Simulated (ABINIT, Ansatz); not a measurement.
# How the form of the self-energy moves the gap of BN (Qingsongite), part 2 of 2

How much does the gap of BN (Qingsongite) depend on the approximation to the self-energy?

ABINIT 10.8.3; PBE and many-body steps on it, plane waves. Known limits of the many-body steps: not at the basis limit.

So far. Step 5 (G0W0, Engel-Farid plasmon pole): Against G0W0 in ABINIT (8×8×8 mesh, 91 bands, screening to 283 eV, Godby-Needs plasmon pole), the gap moves by +0.174 eV. Step 6 (G0W0, von der Linden-Horsch plasmon pole): Against G0W0 in ABINIT (8×8×8 mesh, 91 bands, screening to 283 eV, Godby-Needs plasmon pole), the gap moves by +0.028 eV.

### Step 7. One-shot Hartree-Fock

This step: one-shot Hartree-Fock on PBE, plane waves, norm-conserving pseudopotentials.

run.abi reads:

```
acell 3*1.0 Angstrom
rprim 
  -0.000000000000 1.807500000000 1.807500000000
  1.807500000000 0.000000000000 1.807500000000
  1.807500000000 1.807500000000 -0.000000000000
ntypat 2
znucl 5 7
natom 2
typat 1 2
xred 
  0.000000000000 0.000000000000 0.000000000000
  0.250000000000 0.250000000000 0.250000000000
pp_dirpath "pseudos"
pseudos "B.upf, N.upf"
ecut 36
ngkpt 8 8 8
nshiftk 1
shiftk 0 0 0
kptopt 1
chksymbreak 0
istwfk *1
occopt 1
irdwfk 1
optdriver 4
nband 8
gwcalctyp 5
ecutsigx 36
symsigma 1
nkptgw 2
kptgw 
  0.0000000000 0.0000000000 0.0000000000
  0.5000000000 0.5000000000 0.0000000000
bdgw 
  2 7
  3 6
ixc_sigma 40
fftgw 31
indata_prefix "in"
outdata_prefix "out"
tmpdata_prefix "tmp"
```

The run is started by

```
> OMP_NUM_THREADS=1 mpirun -n 4 abinit run.abi > log
```

The program printed:

```text
.Version 10.8.3 of ABINIT. v10.8.2 released Aug 2026.

 Symmetries : space group F-4 3 m (#216); Bravais cF (face-center cubic)
[... echo of the input left out ...]
== DATASET  1 ==================================================================
-   mpi_nproc: 4, omp_nthreads: 1 (-1 if OMP is not activated)

--- !DatasetInfo
iteration_state: {dtset: 1, }
dimensions: {natom: 2, nkpt: 29, mband: 8, nsppol: 1, nspinor: 1, nspden: 1, mpw: 869, }
cutoff_energies: {ecut:  36.0, pawecutdg:  -1.0, }
[...]
Band     E0 <VxcDFT>   SigX SigC(E0)      Z dSigC/dE  Sig(E)    E-E0       E
[...]
5  12.755 -12.570  -7.394   0.000   1.000   0.000  -7.394   5.176  17.931
        6  17.562 -12.696  -6.779   0.000   1.000   0.000  -6.779   5.917  23.479

== END DATASET(S) ==============================================================
================================================================================

 -outvars: echo values of variables after computation  --------
           etotal      0.0000000000E+00
            nband           8
             nkpt          29
          spgroup         216
 [... the other variables as echoed above ...]

 Calculation completed.
```

It took 1.8 s on 4 MPI ranks of Arm Neoverse V2, shared host; peak memory 0.11 GiB; 6.7 s of CPU time.

This step gave:

```yaml
quasiparticle_gap_on_the_points_computed: 13.27 eV
starting_gap_on_the_mesh: 4.535 eV
k_of_the_valence_top: 0, 0, 0
k_of_the_conduction_bottom: 0.5, 0.5, 0
least_direct_quasiparticle_gap_on_the_computed_points: 19.07 eV
```

Against G0W0 in ABINIT (8×8×8 mesh, 91 bands, screening to 283 eV, Godby-Needs plasmon pole), the gap moves by +7.221 eV.

### Step 8. Screening, 8×8×8 mesh, 91 bands, screening to 283 eV

This step: RPA screening on PBE, plane waves, norm-conserving pseudopotentials.

run.abi, as its differences from that of step 7:

```diff
@@ -23,16 +23,14 @@
 irdwfk 1
-optdriver 4
-nband 8
-gwcalctyp 5
-ecutsigx 36
-symsigma 1
-nkptgw 2
-kptgw 
-  0.0000000000 0.0000000000 0.0000000000
-  0.5000000000 0.5000000000 0.0000000000
-bdgw 
-  2 7
-  3 6
-ixc_sigma 40
-fftgw 31
+optdriver 3
+nband 91
+ecuteps 10.4
+inclvkb 2
+awtr 1
+symchi 1
+gwcalctyp 2
+nfreqre 16
+freqremax 40 eV
+nfreqim 8
+spmeth 1
+nomegasf 120
 indata_prefix "in"
```

The program printed:

```text
.Version 10.8.3 of ABINIT. v10.8.2 released Aug 2026.

 Symmetries : space group F-4 3 m (#216); Bravais cF (face-center cubic)
[... echo of the input left out ...]
== DATASET  1 ==================================================================
-   mpi_nproc: 4, omp_nthreads: 1 (-1 if OMP is not activated)

--- !DatasetInfo
iteration_state: {dtset: 1, }
dimensions: {natom: 2, nkpt: 29, mband: 91, nsppol: 1, nspinor: 1, nspden: 1, mpw: 869, }
cutoff_energies: {ecut:  36.0, pawecutdg:  -1.0, }
electrons: {nelect:   8.00000000E+00, charge:   0.00000000E+00, occopt:   1.00000000E+00, tsmear:   1.00000000E-02, }

 SCREENING: Calculation of the susceptibility and dielectric matrices

 Based on a program developped by R.W. Godby, V. Olevano, G. Onida, and L. Reining.
 Incorporated in ABINIT by V. Olevano, G.-M. Rignanese, and M. Torrent.
.Using double precision arithmetic ; gwpc =  8

[... cell and pseudopotentials left out ...]
--------------------------------------------------------------------------------

 ==== K-mesh for the wavefunctions ====
 Number of points in the irreducible wedge :    29
[... list of points left out ...]
 Together with 24 symmetry operations and time-reversal symmetry
 yields   512 points in the full Brillouin Zone.

 ==== Q-mesh for the screening function ====
 Number of points in the irreducible wedge :    29
[... list of points left out ...]
 Together with 24 symmetry operations and time-reversal symmetry
 yields   512 points in the full Brillouin Zone.

 setmesh: FFT mesh size selected  =    20x   20x   20
          total number of points  =         8000

 vcoul_init : cutoff-mode = AUXILIARY_FUNCTION
 q-points for optical limit:   1
     1)      0.000010    0.000020    0.000030

- screening: taking advantage of time-reversal symmetry
- Maximum band index for partially occupied states nbvw = 4
- Remaining bands to be divided among processors   nbcw = 87
- Number of bands treated by each node ~21

 Number of electrons calculated from density =    8.0000; Expected =    8.0000
 average of density, n =  0.100376
 r_s =    1.3348
 omega_plasma =   30.5612 [eV]

 calculating chi0 at frequencies [eV] :
  1    0.000000E+00    0.000000E+00
  2    2.666667E+00    0.000000E+00
  3    5.333333E+00    0.000000E+00
[...]
23    0.000000E+00    7.783396E+01
 24    0.000000E+00    1.095911E+02

--------------------------------------------------------------------------------
  q-point number  1        q = ( 0.000000, 0.000000, 0.000000) [r.l.u.]
--------------------------------------------------------------------------------
[... chi0 elements left out ...]
  [... further frequencies ...]

 No. of calculated frequencies >  15, stop printing
 For q-point:  0.000010 0.000020 0.000030
  dielectric constant =   4.3374
  dielectric constant without local fields =   4.6924

  Average fulfillment of the sum rule on Im[epsilon] for q-point    1 :     92.08  [%]
[... wings left out ...]
  q-point number  2        q = ( 0.125000, 0.000000, 0.000000) [r.l.u.]
--------------------------------------------------------------------------------
[... chi0 elements left out ...]
  [... further frequencies ...]

 No. of calculated frequencies >  15, stop printing
  Average fulfillment of the sum rule on Im[epsilon] for q-point    2 :     99.05  [%]

 [... 27 further q-points ...]
```

Elapsed: 2.1 min, on 4 MPI ranks; peak memory 0.86 GiB; 8.5 min of CPU time.

Numbers from this step:

```yaml
eps_infinity_with_local_fields_on_this_mesh_along_the_program_s_q_direction: 4.337
the_same_without_local_fields: 4.692
plasma_frequency: 30.56 eV
plane_waves_in_the_screening_matrix: 137
```

### Step 9. G0W0, contour deformation

This step: G0W0 on PBE, plane waves, norm-conserving pseudopotentials.

run.abi, as its differences from that of step 8:

```diff
@@ -23,14 +23,16 @@
 irdwfk 1
-optdriver 3
+optdriver 4
 nband 91
+gwcalctyp 2
+ecutsigx 36
+symsigma 1
+nkptgw 2
+kptgw 
+  0.0000000000 0.0000000000 0.0000000000
+  0.5000000000 0.5000000000 0.0000000000
+bdgw 
+  2 7
+  3 6
 ecuteps 10.4
-inclvkb 2
-awtr 1
-symchi 1
-gwcalctyp 2
-nfreqre 16
-freqremax 40 eV
-nfreqim 8
-spmeth 1
-nomegasf 120
+irdscr 1
 indata_prefix "in"
```

The program printed:

```text
.Version 10.8.3 of ABINIT. v10.8.2 released Aug 2026.

 Symmetries : space group F-4 3 m (#216); Bravais cF (face-center cubic)
[... echo of the input left out ...]
== DATASET  1 ==================================================================
-   mpi_nproc: 4, omp_nthreads: 1 (-1 if OMP is not activated)

--- !DatasetInfo
iteration_state: {dtset: 1, }
dimensions: {natom: 2, nkpt: 29, mband: 91, nsppol: 1, nspinor: 1, nspden: 1, mpw: 869, }
cutoff_energies: {ecut:  36.0, pawecutdg:  -1.0, }
[...]
Band     E0 <VxcDFT>   SigX SigC(E0)      Z dSigC/dE  Sig(E)    E-E0       E
[...]
6  17.562 -12.696  -6.779  -5.122   0.845  -0.183 -12.024   0.672  18.234
        6   0.000   0.000   0.000  -0.000   0.000   0.000  -0.000  -0.000  -0.000

== END DATASET(S) ==============================================================
================================================================================

 -outvars: echo values of variables after computation  --------
           etotal      0.0000000000E+00
            nband          91
             nkpt          29
          spgroup         216
 [... the other variables as echoed above ...]

 Calculation completed.
```

Run time: 7 s. Hardware: 4 MPI ranks; peak memory 1.1 GiB; 28 s of CPU time.

Numbers from this step:

- G0W0 gap on the points computed: 6.123 eV
- starting gap on the mesh: 4.535 eV
- k of the valence top: 0, 0, 0
- k of the conduction bottom: 0.5, 0.5, 0
- least direct G0W0 gap on the computed points: 11.03 eV

Against G0W0 in ABINIT (8×8×8 mesh, 91 bands, screening to 283 eV, Godby-Needs plasmon pole), the gap moves by +0.073 eV.

### Step 10. Side by side

Times are wall times on 4 MPI ranks of Arm Neoverse V2, shared host, good to a factor of about two. A run's time includes the screening step that it read.

```tsv
run	mesh	bands	screening cutoff (eV)	DFT gap (eV)	gap on the mesh (eV)	direct (eV)	ε∞ used	time
G0W0, Godby-Needs plasmon pole	8×8×8	91	283	4.535	6.050	10.963	4.31	69 s
G0W0, Engel-Farid plasmon pole	8×8×8	91	283	4.535	6.224	11.148	4.31	64 s
G0W0, von der Linden-Horsch plasmon pole	8×8×8	91	283	4.535	6.078	11.024	4.31	64 s
one-shot Hartree-Fock	8×8×8	-	-	4.535	13.271	19.065	-	1.8 s
G0W0, contour deformation	8×8×8	91	283	4.535	6.123	11.025	4.34	2.2 min
```

### Step 11. What came out

| Quantity | Value |
| --- | --- |
| G0W0, Godby-Needs plasmon pole | 6.050 eV |
| G0W0, Engel-Farid plasmon pole | 6.224 eV |
| G0W0, von der Linden-Horsch plasmon pole | 6.078 eV |
| one-shot Hartree-Fock | 13.271 eV |
| G0W0, contour deformation | 6.123 eV |
| known limits | not at the basis limit |

What this shows: G0W0, Engel-Farid plasmon pole: +0.174 eV against G0W0, Godby-Needs plasmon pole. G0W0, von der Linden-Horsch plasmon pole: +0.028 eV against G0W0, Godby-Needs plasmon pole. One-shot Hartree-Fock: +7.221 eV against G0W0, Godby-Needs plasmon pole. G0W0, contour deformation: +0.073 eV against G0W0, Godby-Needs plasmon pole. Bare exchange alone opens the gap to 13.27 eV; against G0W0, correlation takes back 7.22 eV. Bands and cutoff are finite, so the gap is not at the basis limit. The miss can reach some tenths of an eV and take either sign; the mesh is an error of its own. In the G0W0 runs levels were corrected at 2 k points alone, so a gap called «on the mesh» is the least over those, and an edge elsewhere would be missed.

[Paths, hosts, dates, memory and timing lines, banners, echoed tables and standing remarks are left out of the program output.]

[Logs are printed without paths, hosts, clocks, repeated set-up lines and the standing remarks that a program may print on its own settings, such as how far it seeks lower states.]

[Runs of the session that timed out or met a known fault of the program may be left out.]

[Hosts, paths, dates, database ids (printed as entryN), source tags and the programs' standing remarks are cut or masked in the printed files.]

[G0W0 gaps are taken among the corrected bands and points alone; a level outside them can change the order at an edge.]

[Where Ansatz stands beside ABINIT at settings called matched, ABINIT's density can come from a denser mesh and the files from another edition; pairs whose starting gaps differed by over 0.03 eV were left out, so agreement reads better than it is.]
